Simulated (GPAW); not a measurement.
The system is HfO2.

```xyz
6
Lattice="3.5580 0.0000 0.0000 0.0000 3.5580 0.0000 0.0000 0.0000 5.1719" Properties=species:S:1:pos:R:3 pbc="T T T"
Hf    0.0000    0.0000    0.0000
Hf    1.7790    1.7790    2.5859
O     0.0000    1.7790    1.0199
O     1.7790    0.0000    1.5660
O     1.7790    0.0000    4.1519
O     0.0000    1.7790    3.6059
```

Measurements of this composition are mostly on another form, of space group No. 14.

```yaml
Program: GPAW 26.7.0
Task: relaxation of cell and atoms
Functional: PBE
Dispersion: D4
Potentials_or_basis: GPAW PAW data sets (gpaw-data 1.2.1)
Cutoff: 800 eV
Basis: pw
k_mesh: 5 × 5 × 3
Occupations: fermi-dirac, width 0.05 eV
Spin: no spin polarisation
```

At the start: pressure 7.2 GPa; volume 10.91 Å³/atom.

Where does the relaxation end?

Over 3 steps the energy falls by 7.4 meV/atom and the volume is 11.15 Å³/atom (+2.2 %); space group P4_2/nmc (No. 137, to 0.05 Å).

The path:
| step | energy change (eV) | largest force (eV/Å) | pressure (GPa) | volume (Å³) |
| --- | --- | --- | --- | --- |
| 1 | 0.0000 | 0.2422 | 7.16 | 65.47 |
| 2 | -0.0128 | 0.1994 | 5.99 | 65.70 |
| 3 | -0.0443 | 0.0051 | 0.29 | 66.89 |

Final structure:
```cif
data_structure
_symmetry_space_group_name_H-M 'P 1'
_symmetry_Int_Tables_number 1
_cell_length_a 3.5855
_cell_length_b 3.5855
_cell_length_c 5.2029
_cell_angle_alpha 90.000
_cell_angle_beta 90.000
_cell_angle_gamma 90.000
_cell_volume 66.89
loop_
_atom_site_label
_atom_site_type_symbol
_atom_site_fract_x
_atom_site_fract_y
_atom_site_fract_z
_atom_site_occupancy
Hf1 Hf 0.00000 0.00000 0.00000 1
Hf2 Hf 0.50000 0.50000 0.50000 1
O1 O 0.00000 0.50000 0.20125 1
O2 O 0.50000 0.00000 0.29875 1
O3 O 0.50000 0.00000 0.79875 1
O4 O 0.00000 0.50000 0.70125 1
```

Caveat: the k mesh is coarse; later steps reuse the first step's grids.
